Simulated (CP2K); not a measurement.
The system is TaN.

```
Ta N
1.0
     5.18500    0.00000    0.00000
    -2.59250    4.49034    0.00000
     0.00000    0.00000    2.90800
Ta N
3 3
Direct
  0.01824 0.87068 0.02646
  0.53686 0.84505 0.55472
  0.63321 0.37848 0.39035
  0.40205 0.92496 0.89132
  0.48420 0.50549 0.07476
  0.92543 0.47533 0.06239
```

The cell isn't the ideal one: all atoms moved at random.

Program: CP2K 2026.2. Alike in all runs: task single point; potentials or basis POTENTIAL_UZH Ta GTH-PBE-q13, N GTH-PBE-q5; DZVP-MOLOPT-PBE-GTH basis; no spin polarisation; cell all atoms moved at random; k mesh 6 × 6 × 9; smearing fermi-dirac 0.05 eV.

Question: Order these runs on this cell by their pressure, lowest first.
A. level revPBE+D3(BJ); cutoff radius of the dispersion sum (A) 20
B. level revPBE
C. level revPBE+D4; cutoff radius of the dispersion sum (A) 20

Answer: A (135.1 GPa), C (138.8 GPa), B (147.3 GPa).

Caveats: a pressure of tens of GPa on the cell as given is suspect, and the run, the potentials or the cell itself is likely at fault; the potentials were made for another functional, which shifts forces and pressure; the basis of atomic orbitals isn't converged, which shifts pressures, moduli and gaps; pairwise dispersion overbinds metals, which lowers pressure and volume (some runs).
